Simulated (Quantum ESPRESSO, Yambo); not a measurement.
# A GW chain in Yambo: Sb (buckled honeycomb monolayer), part 2 of 2

How does a plane-wave GW calculation on Sb (buckled honeycomb monolayer) run from the first input to the gap?

Quantum ESPRESSO 7.5 and Yambo 5.3.0; PBE and many-body steps on it, plane waves. Known limits of the many-body steps: not at the basis limit; exchange with frozen shells missing; no spin-orbit coupling.

So far. Step 3 (Bands along the symmetry lines): The gap is 1.289 eV, −0.017 eV from the run before at this level. Step 4 (Empty states on the mesh, 6×6×1 mesh, 112 bands): On this mesh the gap is 1.306 eV.

### Step 5. Conversion and set-up

This step: Yambo 5.3.0; conversion and set-up on PBE, plane waves, norm-conserving pseudopotentials.

The states are converted to the many-body program's format and the q mesh is built.

Run with:

```bash
$ (cd o/x.save; p2y > p2y.log; mv SAVE ../..); yambo > setup.log
```

The program printed:

```text
 Yambo, version 5.3.0

 [02] CORE Variables Setup
 =========================

  [02.01] Unit cells
  ==================

  Cell kind             :  HCP
  Atoms in the cell     :  Sb
  number of Sb atoms    :  2

  List of atomic masses
  Mass of Sb    :  121.7600

  List of atomic coordinates    : [cc]
  Sb1       : -0.20099E-09   4.5029       11.683      order 1
  Sb2       :   3.89960   2.25143  14.77355  order 2

  Alat factors          :   7.79919   6.75430  26.45617 [a.u.]
  Direct lattice volume :   1393.66    [a.u.]
  Direct lattice vectors:  A[ 1 ]  A[ 2 ]  A[ 3 ]
   A[ 1 ]:   1.0000     -0.55956E-10   0.0000      [iru]
    7.7992     -0.37795E-09   0.0000      [cc]
   A[ 2 ]: -0.500000  1.000000  0.000000  [iru]
  -3.899595  6.754297  0.000000  [cc]
   A[ 3 ]:  0.000000  0.000000  1.000000  [iru]
    0.00000   0.00000  26.45617  [cc]

  Recip. lattice volume :  0.177985 [a.u.]
  Recip. lattice vectors:  B[ 1 ]  B[ 2 ]  B[ 3 ]
   B[ 1 ]:  1.000000  0.500000  0.000000  [iku]
   0.805620  0.465125 -0.000000  [cc]
   B[ 2 ]:  0.55956E-10   1.0000       0.0000      [iku]
   0.45079E-10  0.93025      -0.0000      [cc]
   B[ 3 ]:  0.000000  0.000000  1.000000  [iku]
  -0.000000 -0.000000  0.237494  [cc]

  [02.02] Symmetries
  ==================

  Inversion symmetry    : yes
  Spatial inversion     : yes
  Inversion index       :   7
  K-space Time-reversal : no
  Magnetic symmetries   : no
  Group table correct   : yes
  Symmetries units      :  [cc]

   [S  1]:   1.0000      0.68174E-26   0.0000     -0.85885E-16   1.0000       0.0000       0.0000       0.0000       1.0000
   [S  2]:   1.0000     -0.96919E-10   0.0000     -0.83934E-10  -1.0000       0.0000       0.0000       0.0000      -1.0000
   [S  3]: -0.500000  0.866025  0.000000 -0.866025 -0.500000  0.000000  0.000000  0.000000  1.000000
[...]
[S 11]:  0.500000  0.866025  0.000000  0.866025 -0.500000  0.000000  0.000000  0.000000  1.000000
   [S 12]:  0.500000 -0.866025  0.000000 -0.866025 -0.500000  0.000000  0.000000  0.000000  1.000000

  [02.03] Reciprocal space
  ========================

  nG shells         :   5142
  nG charge         :  115007
  nG WFs            :  17161
  nC WFs            :  14446
  G-vecs. in first 80 shells:  [ Number ]
     1    3    5    7   13   15   27   39   51
    53   65   67   79   85   97   99  111  123
   135  141  153  165  167  179  191  203  215
[...]
813   825   837   839   851   863   887   899
  ...
  Shell energy in first 80 shells:  [ mHa ]
[...]
4061.05      4118.22      4147.96      4345.37      4410.66      4493.73      4550.90      4599.19      4710.46
    4766.09      4833.69      4909.41      5143.14      5192.19      5198.78      5220.39      5276.03      5305.00
    5313.12      5359.10      5446.01      5527.54      5624.87      5643.42      5653.08      5699.06
  ...

[...]
K/Q-points units:
  rlu = crystal or reduced units; cc = cartesian coordinates; iku = interal k-units

  K [1]          [rlu]:  0.000000  0.000000  0.000000
         WF components:  14411
  K [2]          [rlu]: -0.21450E-26  0.16667       0.0000
         WF components:  14446
  K [3]          [rlu]: -0.75211E-26  0.33333       0.0000
         WF components:  14386
  K [4]          [rlu]:  0.29879E-26 -0.50000       0.0000
         WF components:  14356
  K [5]          [rlu]:  0.166667  0.166667  0.000000
         WF components:  14383
  K [6]          [rlu]:  0.166667  0.333333  0.000000
         WF components:  14347
  K [7]          [rlu]:  0.333333  0.333333  0.000000
         WF components:  14376

  [02.05] Energies & Occupations
  ==============================

  [X] === General ===
  [X] Electronic Temperature                        :  0.000000  0.000000 [eV K]
  [X] Bosonic    Temperature                        :  0.000000  0.000000 [eV K]
  [X] Finite Temperature mode                       : no
  [X] El. density                                   :  0.14527E+24 [cm-3]
  [X] Fermi Level                                   : -0.568718 [eV]

  [X] === Gaps and Widths ===
  [X] Conduction Band Min                           :  1.305737 [eV]
  [X] Valence Band Max                              :  0.000000 [eV]
  [X] Filled Bands                                  :  15
  [X] Empty Bands                                   :   16  112
  [X] Direct Gap                                    :  1.559885 [eV]
  [X] Direct Gap localized at k                     :  1
  [X] Indirect Gap                                  :  1.305737 [eV]
  [X] Indirect Gap between kpts                     :  1  3
  [X] Last valence band width                       :  1.758542 [eV]
  [X] 1st conduction band width                     :  0.894916 [eV]

  E @ K [1]:  [eV]
  -28.57717 -28.57717 -28.50781 -28.50781 -28.46180 -28.40217 -28.40217 -28.36459
[...]
occ @ K [1]
[...]
E @ K [2]:  [eV]
[...]
occ @ K [2]
[...]
E @ K [3]:  [eV]
[...]
occ @ K [3]
[...]
E @ K [4]:  [eV]
[...]
occ @ K [4]
[...]
E @ K [5]:  [eV]
[...]
occ @ K [5]
[...]
E @ K [6]:  [eV]
[...]
occ @ K [6]
[...]
E @ K [7]:  [eV]
[...]
occ @ K [7]
[...]
0.000000  0.000000  0.000000  0.000000  0.000000  0.000000  0.000000  0.000000
   0.000000  0.000000  0.000000  0.000000  0.000000  0.000000  0.000000  0.000000

 [03] Transferred momenta grid and indexing
 ==========================================

 IBZ Q-points                                      :   7
 BZ  Q-points                                      :   36

 K/Q-points units:
 rlu = crystal or reduced units; cc = cartesian coordinates; iku = interal k-units

 Q [1]          [rlu]:  0.000000  0.000000  0.000000
 Q [2]          [rlu]: -0.16529E-16  0.16667       0.0000
 Q [3]          [rlu]: -0.33057E-16  0.33333       0.0000
 Q [4]          [rlu]:  0.49586E-16 -0.50000       0.0000
 Q [5]          [rlu]:  0.166667  0.166667  0.000000
 Q [6]          [rlu]:  0.166667  0.333333  0.000000
 Q [7]          [rlu]:  0.333333  0.333333  0.000000

  [03.01] X indexes
  =================

   [03.01.01] Sigma indexes
   ========================

 [06] Game Over & Game summary
```

Run time: 2.3 s. Hardware: 1 MPI rank of Arm Neoverse V1, shared host; peak memory 0.26 GiB.

### Step 6. Screening and self-energy, 6×6×1 mesh, 112 bands, screening to 129.3 eV

Now the one-shot GW correction: screening in the RPA, then the self-energy of the levels asked for.

This step: G0W0 on PBE, plane waves, norm-conserving pseudopotentials.

File gw1.in:

```
HF_and_locXC
gw0
dyson
ppa
em1d
rim_cut
rim_w
RandQpts= 3000000
RandGvec= 100 RL
CUTGeo= "slab z"
RandGvecW= 9 RL
EXXRLvcs= 72 Ry
VXCRLvcs= 288 Ry
Chimod= "HARTREE"
% BndsRnXp
 1 | 112 |
%
NGsBlkXp= 9.5 Ry
% LongDrXp
 1 | 1 | 0 |
%
% GbndRnge
 1 | 112 |
%
DysSolver= "n"
ExtendOut
PPAPntXp= 27.21138 eV
% QPkrange
 1 | 7 | 13 | 18 |
%
```

Run with:

```bash
$ OMP_NUM_THREADS=1 mpirun -n 4 yambo -F gw1.in -J gw1 -C gw1 > gw1.log
```

The program printed:

```text
 Yambo, version 5.3.0

 [02] CORE Variables Setup
 =========================

  [... cell, symmetries and grids as in the set-up ...]

  [02.05] Energies & Occupations
  ==============================

  [X] === General ===
  [X] Electronic Temperature                        :  0.000000  0.000000 [eV K]
  [X] Bosonic    Temperature                        :  0.000000  0.000000 [eV K]
  [X] Finite Temperature mode                       : no
  [X] El. density                                   :  0.14527E+24 [cm-3]
  [X] Fermi Level                                   : -0.568718 [eV]

  [X] === Gaps and Widths ===
  [X] Conduction Band Min                           :  1.305737 [eV]
  [X] Valence Band Max                              :  0.000000 [eV]
  [X] Filled Bands                                  :  15
  [X] Empty Bands                                   :   16  112
  [X] Direct Gap                                    :  1.559885 [eV]
  [X] Direct Gap localized at k                     :  1
  [X] Indirect Gap                                  :  1.305737 [eV]
  [X] Indirect Gap between kpts                     :  1  3
  [X] Last valence band width                       :  1.758542 [eV]
  [X] 1st conduction band width                     :  0.894916 [eV]

 [03] Transferred momenta grid and indexing
 ==========================================

 IBZ Q-points                                      :   7
 BZ  Q-points                                      :   36

 K/Q-points units:
 rlu = crystal or reduced units; cc = cartesian coordinates; iku = interal k-units

 Q [1]          [rlu]:  0.000000  0.000000  0.000000
 Q [2]          [rlu]: -0.16529E-16  0.16667       0.0000
 Q [3]          [rlu]: -0.33057E-16  0.33333       0.0000
 Q [4]          [rlu]:  0.49586E-16 -0.50000       0.0000
 Q [5]          [rlu]:  0.166667  0.166667  0.000000
 Q [6]          [rlu]:  0.166667  0.333333  0.000000
 Q [7]          [rlu]:  0.333333  0.333333  0.000000

 [04] Coloumb potential Random Integration (RIM)
 ===============================================

 Performing RIM of v_slab

  [04.01] RIM initialization
  ==========================

  * Diagonal components only detected *

  8 x (sBL volume)        :  0.039552 [a.u.]
  sBZ random points       :  3000000
  Points outside the sBZ  :  24000829
  RL volume               :  0.177985 [a.u.]
  Integrated volume       :  0.177979 [a.u.]

  [04.02] RIM integrals
  =====================

  Gamma point sphere radius             :  0.036404 [a.u.]
  Points outside the sphere             :  2398884
  [Int_sBZ(q=0) 1/q^2]*(Vol_sBZ)^(-1/3) =:  7.385834
                                 should be <:  7.795600

  Summary of Coulomb integrals for non-metallic bands |Q|[au] RIM/Bare

  Q [1] 0.100000E-4 0.947436 * Q [2] 0.155042 0.954387
  Q [5] 0.268540 1.010257 * Q [3] 0.310083 1.014493
  Q [6] 0.410202 1.014737 * Q [4] 0.465125 1.013090
  Q [7] 0.537080 1.010659
  Non-periodic chartesian directions : none
  Optical renormalization            :  26.45617 [au]
  Polarizability dimension           : length

 [05] Coloumb potential CutOffslab
 =================================

 Cut directionsZ
 Slab Cutoff:Z
 Symmetry test passed : yes

 [06] Dipoles
 ============

  [06.01] Setup: observables and procedures
  =========================================

 [07] Dynamic Dielectric Matrix (PPA)
 ====================================

 [WR./gw1//ndb.pp]---------------------------------------------------------------
  Brillouin Zone Q/K grids (IBZ/BZ)                :    7   36    7   36
  RL vectors                                       :  17175 [WF]
  Coulomb cutoff potential                         : slab z
  Electronic Temperature                           :  0.000000 [K]
  Bosonic    Temperature                           :  0.000000 [K]
  PPA    diel. fun.  energies                      : Perdew, Burke & Ernzerhof(X)+Perdew, Burke & Ernzerhof(C)
  wavefunctions                                    : Perdew, Burke & Ernzerhof(X)+Perdew, Burke & Ernzerhof(C)
  Global Gauge                                     : length
  X matrix size                                    :   735
  X band range                                     :    1  112
  X e/h energy range                               : -1.000000 -1.000000 [eV]
  X Time ordering                                  : R
  X Hxc Kernel                                     : HARTREE
  X Drude frequency                                :  0.000000  0.000000
  X poles                                          :  100.0000 [o/o]
  RL vectors in the sum                            :  17175
  [r,Vnl] included                                 : yes
  Field direction                                  :  0.707107E-5  0.707107E-5   0.00000
  BZ energy Double Grid                            : no
  BZ energy DbGd points                            : 0
  BZ Q point size factor                           : -1.000000
  X Optical Averaged directions                    : none

 [08] Local Exchange-Correlation + Non-Local Fock
 ================================================

 [VXC] Plane waves :  115007
 [EXS] Plane waves :  14423

 QP @ state[ 1 ] K range:   1   7
 QP @ state[ 1 ] b range:  13  18

 [xc] Functional : Perdew, Burke & Ernzerhof(X)+Perdew, Burke & Ernzerhof(C)
 [xc] LIBXC used to calculate xc functional
  PP Number of Atomic Species                      :  1
  NLCC RL compoments                               :  115007
  PP Number of Atomic Species                      :  1
  NLCC RL compoments                               :  115007

 [xc] E_xc :  -18.09053 [Ha]
      E_xc :  -36.18105 [Ry]

  Local XC kind (lXC) : Perdew, Burke & Ernzerhof(X)+Perdew, Burke & Ernzerhof(C)
  Non-Local XC kind (nlXC) : Hartree-Fock

  Corrections @ K [1] :  [eV]
 <13|nlXC|13> = -11.73107 -0.25289E-17 <13|lXC|13> = -9.374581 -0.18882E-15
 <14|nlXC|14> = -13.53294 -0.86227E-17 <14|lXC|14> = -11.71995 -0.47204E-16
 <15|nlXC|15> = -13.53295 -0.11245E-16 <15|lXC|15> = -11.71995  0.18882E-15
 <16|nlXC|16> = -7.634906  0.66159E-19 <16|lXC|16> = -10.57961  0.18882E-15
 <17|nlXC|17> = -7.909750 -0.21932E-17 <17|lXC|17> = -11.01828  0.18882E-15
 <18|nlXC|18> = -7.909740 -0.14967E-17 <18|lXC|18> = -11.01828  0.94408E-16

  Corrections @ K [2] :  [eV]
 <13|nlXC|13> = -13.08049  0.21234E-16 <13|lXC|13> = -10.67587  0.000000
 <14|nlXC|14> = -13.43042  0.98220E-18 <14|lXC|14> = -11.43903  0.94408E-16
 <15|nlXC|15> = -12.08200 -0.60726E-17 <15|lXC|15> = -9.781877  0.000000
 <16|nlXC|16> = -7.282595 -0.29761E-17 <16|lXC|16> = -10.11720  0.94408E-16
[...]
Corrections @ K [3] :  [eV]
[...]
Corrections @ K [4] :  [eV]
[...]
Corrections @ K [5] :  [eV]
[...]
Corrections @ K [6] :  [eV]
[...]
Corrections @ K [7] :  [eV]
[...]
<14|nlXC|14> = -13.27128 -0.67834E-17 <14|lXC|14> = -10.50784  0.59005E-17
 <15|nlXC|15> = -13.27128 -0.47301E-17 <15|lXC|15> = -10.50784  0.16521E-15
 <16|nlXC|16> = -6.185881 -0.10401E-18 <16|lXC|16> = -8.920015  0.47204E-16
 <17|nlXC|17> = -6.198510  0.11825E-17 <17|lXC|17> = -9.572023  0.94408E-16
 <18|nlXC|18> = -6.198512  0.25483E-17 <18|lXC|18> = -9.572023 -0.94408E-16

  [08.01] Hartree-Fock occupations report
  =======================================

  [Hartree-Fock] === General ===
  [Hartree-Fock] Electronic Temperature             :  0.000000  0.000000 [eV K]
  [Hartree-Fock] Bosonic    Temperature             :  0.000000  0.000000 [eV K]
  [Hartree-Fock] Finite Temperature mode            : no
  [Hartree-Fock] El. density                        :  0.14527E+24 [cm-3]
  [Hartree-Fock] Fermi Level                        : -0.568718 [eV]

  [Hartree-Fock] === Gaps and Widths ===
  [Hartree-Fock] Conduction Band Min                :  3.927768 [eV]
  [Hartree-Fock] Valence Band Max                   : -1.813005 [eV]
  [Hartree-Fock] Filled Bands                       :  15
  [Hartree-Fock] Empty Bands                        :   16  112
  [Hartree-Fock] Direct Gap                         :  6.317596 [eV]
  [Hartree-Fock] Direct Gap localized at k          :  1
  [Hartree-Fock] Indirect Gap                       :  5.740773 [eV]
  [Hartree-Fock] Indirect Gap between kpts          :  1  3
  [Hartree-Fock] Last valence band width            :  2.708975 [eV]
  [Hartree-Fock] 1st conduction band width          :  1.033618 [eV]

 [09] Dyson equation: Newton solver
 ==================================

  [09.01] RIM-W interpolation
  ===========================

  [WARNING] RIM-W works only for 2D semiconductors with slab cutoff
  Found compatible q grid: 2D
  q_min[ 1 ]:  0.16667      0.18706E-11   0.0000     [rlu]
   0.166667  0.083333  0.000000 [iku]
  q_min[ 2 ]:  0.16529E-16  0.16667       0.0000     [rlu]
   0.93261E-11  0.16667       0.0000     [iku]
  G-vectors :  13
  G-vectors loaded:  139
  Number of interpolated frequencies:  2

  Evaluating coefficients q = 0
  Evaluating coefficients q = 0

  [09.02] RIM-W integrals
  =======================

  8 x (sBL volume)        :  0.039552 [a.u.]
  sBZ random points       :  3000000
  Points outside the sBZ  :  24000829
  RL volume               :  0.177985 [a.u.]
  Integrated volume       :  0.177979 [a.u.]

  [09.03] RIM integrals
  =====================

  Comparison between head Wc = W - v averages: < Wc > [au] RIM-W/RIM

   < -Wc [Q = 1] > 0.346809E-1 0.533974E-4 * < -Wc [Q = 2] > 0.005616 0.005463
   < -Wc [Q = 3] > 0.001111 0.001091 * < -Wc [Q = 4] > 0.380471E-3 0.376308E-3
   < -Wc [Q = 5] > 0.001609 0.001577 * < -Wc [Q = 6] > 0.543656E-3 0.538438E-3
   < -Wc [Q = 7] > 0.256307E-3 0.254687E-3

  Comparison between head Wc = W - v averages: < Wc > [au] RIM-W/RIM

   < -Wc [G = 1,G`=0] > 0.346809E-1 0.533974E-4 * < -Wc [G = 2,G`=0] >-0.001568 0.000000
   < -Wc [G = 3,G`=0] >-0.001568 0.000000 * < -Wc [G = 4,G`=0] > 0.191723E-4  0.00000
   < -Wc [G = 5,G`=0] > 0.191867E-4  0.00000 * < -Wc [G = 6,G`=0] > 0.698792E-4  0.00000
   < -Wc [G = 7,G`=0] > 0.698619E-4  0.00000 * < -Wc [G = 8,G`=0] >-0.457859E-5  0.00000
   < -Wc [G = 9,G`=0] >-0.495538E-5  0.00000 * < -Wc [G = 10,G`=0] >-0.464543E-5  0.00000
   < -Wc [G = 11,G`=0] >-0.474696E-5  0.00000 * < -Wc [G = 12,G`=0] >-0.509518E-5  0.00000
   < -Wc [G = 13,G`=0] >-0.482228E-5  0.00000

 [10] G0W0 (W PPA)
 =================

 [  GW  ] Bands range     :    1  112
 [GW/PPA] G damping       :  0.100000 [eV]

 QP @ state[ 1 ] K range:   1   7
 QP @ state[ 1 ] b range:  13  18

  Sc/G bands                                       :    1  112
  Sc/G damping                                     :  0.100000 ev
  Sc bands terminator                              : no
  Sx RL components                                 :  14423

  QP @ state[ 1 ] K range                          :   1   7
  QP @ state[ 1 ] b range                          :  13  18
  GF energies kind                                 : Perdew, Burke & Ernzerhof(X)+Perdew, Burke & Ernzerhof(C)
  GF WF`s kind                                     : Perdew, Burke & Ernzerhof(X)+Perdew, Burke & Ernzerhof(C)
  Xs energies kind                                 : Perdew, Burke & Ernzerhof(X)+Perdew, Burke & Ernzerhof(C)
  Xs WF`s kind                                     : Perdew, Burke & Ernzerhof(X)+Perdew, Burke & Ernzerhof(C)

 [14] Game Over & Game summary
```

Run time: 18 min. Hardware: 4 MPI ranks; peak memory 2.9 GiB.

Numbers from this step:

```
G0W0 gap on the mesh                         : 2.306 eV
starting gap on the mesh                     : 1.306 eV
k of the valence top                         : 0, 0, 0
k of the conduction bottom                   : 0, 0.3333, 0
least direct G0W0 gap on the computed points : 2.690 eV
Z at the valence top                         : 0.7334
Z at the conduction bottom                   : 0.7388
```

The gap on the mesh goes from 1.31 eV to 2.31 eV, a correction of +1.00 eV.

Limits: finite bands, cutoff and mesh; exchange with frozen shells missing; no spin-orbit coupling. v1 is the top filled band, c1 the lowest empty one. Levels before and after the correction, in eV, zero at the valence-band top of each column:

|  | conduction bottom | valence top |
| --- | --- | --- |
| Kohn-Sham | 1.31 | 0.00 |
| G0W0 | 2.31 | 0.00 |

|  | level | energy (eV) |
| --- | --- | --- |
| Kohn-Sham | Γ v3 | -0.559 |
| Kohn-Sham | Γ v2-v1 | 0.000 |
| Kohn-Sham | Γ c1 | 1.560 |
| Kohn-Sham | Γ c2-c3 | 2.786 |
| Kohn-Sham | (0 0.333 0) v3 | -2.958 |
| Kohn-Sham | (0 0.333 0) v2 | -1.257 |
| Kohn-Sham | (0 0.333 0) v1 | -0.802 |
| Kohn-Sham | (0 0.333 0) c1 | 1.306 |
| Kohn-Sham | (0 0.333 0) c2 | 3.090 |
| Kohn-Sham | (0 0.333 0) c3 | 3.562 |
| G0W0 | Γ v3 | -0.778 |
| G0W0 | Γ v2-v1 | 0.000 |
| G0W0 | Γ c1 | 2.690 |
| G0W0 | Γ c2-c3 | 3.876 |
| G0W0 | (0 0.333 0) v3 | -3.109 |
| G0W0 | (0 0.333 0) v2 | -1.320 |
| G0W0 | (0 0.333 0) v1 | -0.942 |
| G0W0 | (0 0.333 0) c1 | 2.306 |
| G0W0 | (0 0.333 0) c2 | 4.184 |
| G0W0 | (0 0.333 0) c3 | 4.632 |

### Step 7. Where the time went

Times are wall times on the hardware named with each run, good to a factor of about two.

| step | time | share | memory (GiB) |
| --- | --- | --- | --- |
| ground state | 18 s | 2 % | 0.53 |
| bands along the symmetry lines | 13 s | 1 % | 0.43 |
| empty states on the mesh | 45 s | 4 % | 0.84 |
| conversion and set-up | 2.3 s | 0 % | 0.26 |
| screening and self-energy | 18 min | 93 % | 2.9 |

### Step 8. What came out

| Quantity | Value |
| --- | --- |
| PBE gap | 1.29 eV, indirect |
| G0W0 gap on the mesh | 2.31 eV |
| GW settings | 6×6×1 mesh, 112 bands, screening to 129.3 eV, Godby-Needs plasmon pole |
| known limits | not at the basis limit; exchange with frozen shells missing; no spin-orbit coupling |

**Reading.** G0W0 moves the gap on the mesh from 1.31 eV to 2.31 eV (+1.00 eV), with Z of 0.73 and 0.74 at the edges. The dearest step here is «screening and self-energy». Against experiment, by G0W0@PBE: the direct gap of 2.69 eV lies +0.48 eV from the measured 2.21 eV (exciton, 2020). An exciton line or allowed optical edge lies below the quasiparticle gap by the binding energy; a forbidden edge can push the onset above it. The computed sheet is free-standing; a substrate or cover screens it further and lowers both gap and binding, while the exciton line moves little. The calculation has static nuclei and no excitons; a measured gap holds zero-point and thermal motion, which mostly lowers it. Bands and cutoff are finite, so the gap is not at the basis limit. The miss can reach some tenths of an eV and take either sign; the mesh is an error of its own. The norm-conserving file of at least one element keeps a d shell over frozen s and p shells of the same row. Exchange with those shells is missing from the self-energy, an error of 0.3 to 0.9 eV in cases checked, whose sign depends on which edge lies on those atoms. The many-body steps are scalar-relativistic: spin-orbit coupling is not in them.

[Paths, hosts, dates, memory and timing lines, banners, echoed tables and standing remarks are left out of the program output.]

[Logs are printed without paths, hosts, clocks, repeated set-up lines and the standing remarks that a program may print on its own settings, such as how far it seeks lower states.]

[Runs of the session that timed out or met a known fault of the program may be left out.]

[Hosts, paths, dates, database ids (printed as entryN), source tags and the programs' standing remarks are cut or masked in the printed files.]
